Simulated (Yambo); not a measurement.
# Ge (Fd-3m) in Yambo: a series of runs, part 2 of 2

Yambo 5.3.0.

**4. G0W0 quasiparticle levels, PBEsol (cell stretched)**

Input file g0w00.in:

```
gw0
dyson
el_el_corr
rim_cut
HF_and_locXC
ppa
em1d
RandQpts= 1000000
RandGvec= 50 RL
EXXRLvcs= 78 Ry
VXCRLvcs= 78 Ry
Chimod= "HARTREE"
% BndsRnXp
 1 | 164 |
%
NGsBlkXp= 6 Ry
% LongDrXp
 1 | 1 | 1 |
%
PPAPntXp= 27.21138 eV
% GbndRnge
 1 | 164 |
%
GTermKind= "BG"
DysSolver= "n"
ExtendOut
% QPkrange
 1 | 1 | 11 | 16 |
 8 | 8 | 11 | 16 |
%
```

Input file scf.in:

```
&CONTROL
  calculation = 'scf'
  prefix = 'pwscf'
  outdir = './tmp'
  pseudo_dir = './pseudo'
/
&SYSTEM
  ibrav = 0
  nat = 2
  ntyp = 1
  ecutwfc = 78
  nbnd = 21
  occupations = 'smearing'
  smearing = 'fd'
  degauss = 0.00367493
  force_symmorphic = .true.
/
&ELECTRONS
  conv_thr = 4d-10
  electron_maxstep = 120
  mixing_beta = 0.5
/
ATOMIC_SPECIES
Ge    72.6300 Ge.upf
CELL_PARAMETERS angstrom
   0.0000000000    2.8661367691    2.8661367691
   2.8661367691    0.0000000000    2.8661367691
   2.8661367691    2.8661367691    0.0000000000
ATOMIC_POSITIONS crystal
Ge     0.7500000000    0.7500000000    0.7500000000
Ge     0.5000000000    0.5000000000    0.5000000000
K_POINTS automatic
8 8 8 0 0 0
```

Input file nscf.in:

```
&CONTROL
  calculation = 'nscf'
  prefix = 'pwscf'
  outdir = './tmp'
  pseudo_dir = './pseudo'
/
&SYSTEM
  ibrav = 0
  nat = 2
  ntyp = 1
  ecutwfc = 78
  nbnd = 164
  occupations = 'smearing'
  smearing = 'fd'
  degauss = 0.00367493
  force_symmorphic = .true.
/
&ELECTRONS
  conv_thr = 1d-08
  diago_full_acc = .true.
  diago_thr_init = 1d-06
/
ATOMIC_SPECIES
Ge    72.6300 Ge.upf
CELL_PARAMETERS angstrom
   0.0000000000    2.8661367691    2.8661367691
   2.8661367691    0.0000000000    2.8661367691
   2.8661367691    2.8661367691    0.0000000000
ATOMIC_POSITIONS crystal
Ge     0.7500000000    0.7500000000    0.7500000000
Ge     0.5000000000    0.5000000000    0.5000000000
K_POINTS automatic
4 4 4 0 0 0
```

Potentials or basis: PseudoDojo 0.4.1 SR PBEsol standard.

Run with:

```
OMP_NUM_THREADS=1 pw.x -in scf.in > scf.out
OMP_NUM_THREADS=1 pw.x -in nscf.in > nscf.out
cd tmp/pwscf.save; p2y; mv SAVE ../..; cd ../..
OMP_NUM_THREADS=1 yambo
OMP_NUM_THREADS=1 yambo -F g0w00.in -J g0w00 -C g0w00_out
```

Yambo's report:

```text
[... sections 02.01 to 02.04 as in the set-up run ...]

  [02.05] Energies & Occupations
  ==============================

  [X] === General ===
  [X] Electronic Temperature                        :  0.258606E-1   300.100    [eV K]
  [X] Bosonic    Temperature                        :  0.258606E-1   300.100    [eV K]
  [X] Finite Temperature mode                       : yes
  [X] El. density                                   :  0.59462E+24 [cm-3]
  [X] Fermi Level                                   :  8.846360 [eV]

  [X] === Gaps and Widths ===
  [X] Conduction Band Min                           :  8.846360 [eV]
  [X] Valence Band Max                              :  8.846360 [eV]
  [X] Filled Bands                                  :  12
  [X] Metallic Bands                                :  13  15
  [X] Empty Bands                                   :   16  164

  [X] === Metallic Characters ===
  [X] N of el / N of met el                         :  28.00000   3.79471
  [X] Average metallic occ.                         :  0.316226

  [WARNING] [X] Metallic system

 [03] Transferred momenta grid and indexing
 ==========================================

 IBZ Q-points                                      :   8
 BZ  Q-points                                      :   64

 K/Q-points units:
 rlu = crystal or reduced units; cc = cartesian coordinates; iku = interal k-units

 Q [1]          [rlu]:  0.000000  0.000000  0.000000
 Q [2]          [rlu]: -0.59216E-17 -0.59216E-17  0.25000
 Q [3]          [rlu]:  0.11843E-16  0.11843E-16 -0.50000
 Q [4]          [rlu]: -0.31304E-16  0.25000      0.25000
 Q [5]          [rlu]:  0.12733E-16  0.25000      0.50000
 Q [6]          [rlu]:  0.41836E-17  0.25000     -0.25000
 Q [7]          [rlu]:  0.62608E-16 -0.50000     -0.50000
 Q [8]          [rlu]:  0.250000 -0.500000 -0.250000

[... 241 lines left out ...]
  -nlXC: non-Local XC (Hartree-Fock)

  QP [eV] @ K [1] (iku):  0.000000  0.000000  0.000000
   B=11 Eo=-12.48 E=-13.06 E-Eo= -0.58 Re(Z)=0.71 Im(Z)= -0.05536 nlXC=-19.28875 lXC=-12.09771 So=  6.37758
   B=12 Eo= -0.34 E= -0.66 E-Eo= -0.31 Re(Z)=0.79 Im(Z)=-0.135893E-2 nlXC= -14.1768 lXC= -14.9328 So= -1.15605
   B=13 Eo=  0.02 E= -0.83 E-Eo= -0.85 Re(Z)=0.79 Im(Z)=-0.134395E-2 nlXC= -12.7788 lXC= -12.4804 So=-0.775763
   B=14 Eo=  0.02 E= -0.83 E-Eo= -0.85 Re(Z)=0.79 Im(Z)=-0.134416E-2 nlXC= -12.7788 lXC= -12.4804 So=-0.770023
   B=15 Eo=  0.02 E= -0.82 E-Eo= -0.85 Re(Z)=0.79 Im(Z)=-0.134441E-2 nlXC= -12.7788 lXC= -12.4804 So=-0.769174
   B=16 Eo=  2.54 E=  2.11 E-Eo= -0.43 Re(Z)=0.79 Im(Z)=-0.132835E-2 nlXC= -7.43426 lXC= -10.9788 So= -4.09043

  QP [eV] @ K [8] (iku): -0.500000  0.250000  0.000000
   B=11 Eo= -8.65 E= -9.32 E-Eo= -0.67 Re(Z)=0.69 Im(Z)=-0.148238E-1 nlXC= -18.4021 lXC= -12.9196 So=  4.50421
   B=12 Eo= -8.65 E= -9.32 E-Eo= -0.67 Re(Z)=0.69 Im(Z)=-0.148238E-1 nlXC= -18.4021 lXC= -12.9199 So=  4.50421
   B=13 Eo= -3.73 E= -4.60 E-Eo= -0.87 Re(Z)=0.78 Im(Z)=-0.158956E-2 nlXC= -13.6806 lXC= -10.6004 So=  1.95463
   B=14 Eo= -3.73 E= -4.60 E-Eo= -0.87 Re(Z)=0.78 Im(Z)=-0.158955E-2 nlXC= -13.6806 lXC= -10.5992 So=  1.95463
   B=15 Eo=  4.15 E=  3.79 E-Eo= -0.36 Re(Z)=0.78 Im(Z)=-0.183650E-2 nlXC= -7.50816 lXC= -11.8077 So= -4.76692
   B=16 Eo=  4.15 E=  3.79 E-Eo= -0.36 Re(Z)=0.78 Im(Z)=-0.183593E-2 nlXC= -7.50816 lXC= -11.8121 So= -4.76692

  [WR./g0w00//ndb.QP]-------------------------------------------------------------
   Lattice constants                                :  5.416214  5.416214  5.416214
   Coulomb cutoff potential                         : none
   Electronic Temperature                           :  300.1000 [K]
   Bosonic    Temperature                           :  300.1000 [K]
   Green`s function   energies                      : Perdew, Burke & Ernzerhof SOL(X)+Perdew, Burke & Ernzerhof SOL(C)
   wavefunctions                                    : Perdew, Burke & Ernzerhof SOL(X)+Perdew, Burke & Ernzerhof SOL(C)
   PPA    diel. fun.  energies                      : Perdew, Burke & Ernzerhof SOL(X)+Perdew, Burke & Ernzerhof SOL(C)
   wavefunctions                                    : Perdew, Burke & Ernzerhof SOL(X)+Perdew, Burke & Ernzerhof SOL(C)
   QP tot states                                    :  12
   GW solver                                        : Newton
   GW approximation                                 : PPA
   PPA imaginary Energy                             :  27.21138 ev
   RIM G`s                                          :   51
   RIM random pts                                   :  1000000
   dS/dw steps                                      :  2
   dS/dw step                                       :  0.100000 ev
   X G`s                                            :   89 used
   X G`s                                            :   89 disk
   X bands                                          :    1  164
   X poles                                          :  100.0000 o/o
   X e/h E range                                    : -1.000000 -1.000000 ev
   X Hxc Kernel                                     : HARTREE
   X BZ energy Double Grid                          : no
   X Optical Averaged directions                    : none
   Sc/G bands                                       :    1  164
   Sc/G damping                                     :  0.100000 ev
   Sc bands terminator                              : yes
   Sc terminator kind                               : BG
   Sc Terminator pole                               :  40.81708
   Sx RL components                                 :   3719

   QP @ state[ 1 ] K range                          :  1  1
   QP @ state[ 1 ] b range                          :  11  16
   QP @ state[ 2 ] K range                          :   8   8
   QP @ state[ 2 ] b range                          :  11  16
   GF energies kind                                 : Perdew, Burke & Ernzerhof SOL(X)+Perdew, Burke & Ernzerhof SOL(C)
   GF WF`s kind                                     : Perdew, Burke & Ernzerhof SOL(X)+Perdew, Burke & Ernzerhof SOL(C)
   Xs energies kind                                 : Perdew, Burke & Ernzerhof SOL(X)+Perdew, Burke & Ernzerhof SOL(C)
   Xs WF`s kind                                     : Perdew, Burke & Ernzerhof SOL(X)+Perdew, Burke & Ernzerhof SOL(C)
```

r_setup:

```text
[02] CORE Variables Setup
 =========================

  [02.01] Unit cells
  ==================

  Cell kind             :  FCC
  Atoms in the cell     :  Ge
  number of Ge atoms    :  2

  List of atomic masses
[... 246 lines left out ...]
  [03.01] X indexes
  =================

   [03.01.01] Sigma indexes
   ========================

   [WR./SAVE//ndb.kindx]-----------------------------------------------------------
    Fragmentation                                    : no
    Polarization last K ( bz)                        :   64
    Polarization last K (ibz)                        :   8
    QP states                                        :   1   8
    X grid is uniform                                : yes
    Grids (string)                                   :  X S
    Grids (int-vector)                               :  1  0  0  1
```

o-g0w00.qp:

```text
# GW solver                                       : Newton
# GW approximation                                : PPA
# PPA imaginary Energy                            :   27.2113800    [ev]
[... 43 lines left out ...]
         8                 15                 4.153282           3.788851          -0.364431          -11.80772          -7.508165          -4.766922          -4.663986          -7.689516           0.779671          -0.001836          -15.41484           42.69989
         8                 16                 4.153282           3.792282          -0.361000          -11.81212          -7.508165          -4.766923          -4.664957          -7.689516           0.779671          -0.001836          -15.42331           42.67645
#
```

It took 6.3 min on 1 thread of Arm Neoverse V2, shared host; peak memory 0.53 GiB.

Results:

```yaml
Band_gap_on_the_k_mesh_mean-field_level: none (metal or under the smearing width)
```

Quasiparticle terms (eV):
```
                k point  band  Kohn-Sham level     Vxc      Σx     Σc     Z  result
  (0.000, 0.000, 0.000)    11           -12.48  -12.10  -19.29   6.38  0.71  -13.06
  (0.000, 0.000, 0.000)    12            -0.34  -14.93  -14.18  -1.16  0.79   -0.66
  (0.000, 0.000, 0.000)    13             0.02  -12.48  -12.78  -0.78  0.79   -0.83
  (0.000, 0.000, 0.000)    14             0.02  -12.48  -12.78  -0.77  0.79   -0.83
  (0.000, 0.000, 0.000)    15             0.02  -12.48  -12.78  -0.77  0.79   -0.82
  (0.000, 0.000, 0.000)    16             2.54  -10.98   -7.43  -4.09  0.79    2.11
(0.250, -0.500, -0.250)    11            -8.65  -12.92  -18.40   4.50  0.69   -9.32
(0.250, -0.500, -0.250)    12            -8.65  -12.92  -18.40   4.50  0.69   -9.32
(0.250, -0.500, -0.250)    13            -3.73  -10.60  -13.68   1.95  0.78   -4.60
(0.250, -0.500, -0.250)    14            -3.73  -10.60  -13.68   1.95  0.78   -4.60
(0.250, -0.500, -0.250)    15             4.15  -11.81   -7.51  -4.77  0.78    3.79
(0.250, -0.500, -0.250)    16             4.15  -11.81   -7.51  -4.77  0.78    3.79
```

Caveat: the k mesh is coarse (spacing up to 0.47 Å⁻¹), so the values aren't converged; the potentials hold a filled d shell without the s and p states of that shell, which can shift GW gaps by tenths of an eV, either way; the plasmon-pole model is rough for a metal; the ground state has no gap, which makes the many-body step unreliable; this version prints the column dSc/dw multiplied by 27.2; the terminator is approximate in this version, by hundredths of an eV.

**5. Optical spectrum, PBEsol (cell stretched)**

Input file optics1.in:

```
optics
chi
Chimod= "HARTREE"
% BndsRnXd
 1 | 39 |
%
NGsBlkXd= 3 Ry
% LongDrXd
 1 | 0 | 0 |
%
% QpntsRXd
 1 | 1 |
%
% EnRngeXd
 0 | 20 | eV
%
% DmRngeXd
 0.1 | 0.1 | eV
%
ETStpsXd= 200
```

scf.in is that of step 4.

nscf.in is that of step 4.

Potentials or basis: PseudoDojo 0.4.1 SR PBEsol standard.

Run with:

```
OMP_NUM_THREADS=1 pw.x -in scf.in > scf.out
OMP_NUM_THREADS=1 pw.x -in nscf.in > nscf.out
cd tmp/pwscf.save; p2y; mv SAVE ../..; cd ../..
OMP_NUM_THREADS=1 yambo
OMP_NUM_THREADS=1 yambo -F optics1.in -J optics1 -C optics1_out
```

Yambo's report:

```text
[... sections 02.01 to 02.04 as in the set-up run ...]

  [02.05] Energies & Occupations
  ==============================

  [X] === General ===
  [X] Electronic Temperature                        :  0.258606E-1   300.100    [eV K]
  [X] Bosonic    Temperature                        :  0.258606E-1   300.100    [eV K]
  [X] Finite Temperature mode                       : yes
  [X] El. density                                   :  0.59462E+24 [cm-3]
  [X] Fermi Level                                   :  8.846360 [eV]

  [X] === Gaps and Widths ===
  [X] Conduction Band Min                           :  8.846360 [eV]
  [X] Valence Band Max                              :  8.846360 [eV]
  [X] Filled Bands                                  :  12
  [X] Metallic Bands                                :  13  15
  [X] Empty Bands                                   :   16  164

  [X] === Metallic Characters ===
  [X] N of el / N of met el                         :  28.00000   3.79471
  [X] Average metallic occ.                         :  0.316226

  [WARNING] [X] Metallic system

 [03] Transferred momenta grid and indexing
 ==========================================

 IBZ Q-points                                      :   8
 BZ  Q-points                                      :   64

 K/Q-points units:
 rlu = crystal or reduced units; cc = cartesian coordinates; iku = interal k-units

 Q [1]          [rlu]:  0.000000  0.000000  0.000000
 Q [2]          [rlu]: -0.59216E-17 -0.59216E-17  0.25000
 Q [3]          [rlu]:  0.11843E-16  0.11843E-16 -0.50000
 Q [4]          [rlu]: -0.31304E-16  0.25000      0.25000
 Q [5]          [rlu]:  0.12733E-16  0.25000      0.50000
 Q [6]          [rlu]:  0.41836E-17  0.25000     -0.25000
 Q [7]          [rlu]:  0.62608E-16 -0.50000     -0.50000
 Q [8]          [rlu]:  0.250000 -0.500000 -0.250000

 [WARNING] [Xd] User bands 1-39 break level degeneracy

 [04] Dipoles
 ============

  [04.01] Setup: observables and procedures
  =========================================

  [WF-Oscillators/G space/Transverse up loader] Normalization (few states)  min/max  :  0.52042E-17   1.0000

  [WR./optics1//ndb.dipoles]------------------------------------------------------
   Brillouin Zone Q/K grids (IBZ/BZ)                :    8   64    8   64
   RL vectors                                       :   4573 [WF]
   Fragmentation                                    : yes
   Electronic Temperature                           :  300.1000 [K]
   Bosonic    Temperature                           :  300.1000 [K]
   DIP band range                                   :    1   39
   DIP band range limits                            :  15  13
   DIP e/h energy range                             : -1.000000 -1.000000 [eV]
   RL vectors in the sum                            :   4573
   [r,Vnl] included                                 : yes
   Bands ordered                                    : yes
   Direct v evaluation                              : no
   Approach used                                    : G-space v
   Dipoles computed                                 : R V P [G-space]
   Wavefunctions                                    : Perdew, Burke & Ernzerhof SOL(X)+Perdew, Burke & Ernzerhof SOL(C)

  [WARNING] [r,Vnl^pseudo] included in position and velocity dipoles.

  [WARNING] In case H contains other non local terms, these are neglected

 [05] Optics
 ===========

 [X-CG] R(p) Tot o/o(of R):   1505  22779    100

 [WARNING] The system is a metal but Drude term not included.
```

It took 87 s on 1 thread of Arm Neoverse V2, shared host; peak memory 0.31 GiB.

Results:

```
Band gap on the k mesh, mean-field level : none (metal or under the smearing width)
```

Dielectric function (along the field direction of the input):
| energy (eV) | real part | imaginary part |
| --- | --- | --- |
| 0.40 | 9.21 | 428.97 |
| 1.51 | -143.14 | 119.24 |
| 2.51 | 0.54 | 10.00 |
| 3.52 | 18.34 | 28.93 |
| 4.52 | -20.33 | 26.29 |
| 5.63 | -12.52 | 1.64 |
| 6.63 | -6.68 | 0.87 |
| 7.64 | -1.80 | 2.91 |
| 8.64 | -2.25 | 1.82 |
| 9.65 | -3.57 | 2.74 |
| 10.75 | -2.43 | 0.18 |
| 11.76 | -1.64 | 0.25 |
| 12.76 | -1.12 | 0.35 |
| 13.77 | -1.13 | 0.25 |
| 14.77 | -0.68 | 0.11 |
| 15.88 | -0.54 | 0.23 |
| 16.88 | -0.28 | 0.37 |
| 17.89 | -0.14 | 0.06 |
| 18.89 | 0.03 | 0.06 |
| 20.00 | 0.19 | 0.14 |

Caveat: the k mesh is coarse (spacing up to 0.47 Å⁻¹), so the values aren't converged; the intraband (Drude) term of the metal is left out; the ground state has no gap, which makes the many-body step unreliable; spectra need much finer meshes, so this one isn't converged; these spectra lack excitons.

**6. The runs side by side**

```csv
task,cell,direction of the field or of q to 0,kernel,top of the energy range,energy points,correction of the levels,gap on the mesh (eV)
optical spectrum,as given,x,Hartree (RPA with local fields),20 eV,200,none,none
optical spectrum by the Bethe-Salpeter equation,as given,x,screened exchange,20 eV,200,none,-
G0W0 quasiparticle levels,cell stretched,x + y + z,-,-,-,-,none
optical spectrum,cell stretched,x,Hartree (RPA with local fields),20 eV,200,none,none
```

Alike in all rows: level PBEsol; potentials or basis PseudoDojo 0.4.1 SR PBEsol standard; no spin polarisation; k mesh 4 × 4 × 4; cutoff (eV) 1061; smearing fermi-dirac 0.05 eV; the mesh is coarse, so values aren't converged.

Caveats: all runs use coarse meshes; the ground state has no gap, which makes the many-body step unreliable; the intraband (Drude) term of the metal is left out (some runs); spectra need much finer meshes, so this one isn't converged (some runs); these spectra lack excitons (some runs); the transitions start from uncorrected Kohn-Sham levels, so peaks lie too low (some runs); exciton energies and binding change strongly with the k mesh and aren't converged on this one (some runs); the potentials hold a filled d shell without the s and p states of that shell, which can shift GW gaps by tenths of an eV, either way (some runs).

Absolute energies hang on the potentials; compare differences alone.
